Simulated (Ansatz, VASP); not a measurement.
# Two plane-wave programs on PbO

```xyz
2
Lattice="0.0000 2.8325 2.8325 2.8325 0.0000 2.8325 2.8325 2.8325 0.0000" Properties=species:S:1:pos:R:3 pbc="T T T"
O     2.8325    2.8325    2.8325
Pb    0.0000    0.0000    0.0000
```

Alike in both runs: task single point; functional PBE; k mesh 12 × 12 × 12; occupations gaussian, width 0.01 eV; no spin polarisation.

|  | VASP | Ansatz |
| --- | --- | --- |
| version | VASP 6.6.1 | Ansatz 0.2.0 |
| potentials or method | VASP PAW PBE potentials, release 64 (O, Pb_d) | scalar-relativistic, plane waves, PAW |
| plane-wave cutoff (eV) | 520 | 420 |
| valence electrons in the cell | 20 | 20 |

Ansatz gave:

```
gap on the k mesh at the Fermi level (eV) : 0.14
least direct gap on the mesh (eV)         : 0.14
pressure (GPa)                            : -11.5
```

**Question.** Estimate VASP's values.

**Answer.** gap on the k mesh at the Fermi level (eV): 0.14; least direct gap on the mesh (eV): 0.14; pressure (GPa): -11.6.

Caveats: spin-orbit coupling is left out, which as a rule narrows the gap of such compounds by several tenths of an eV.
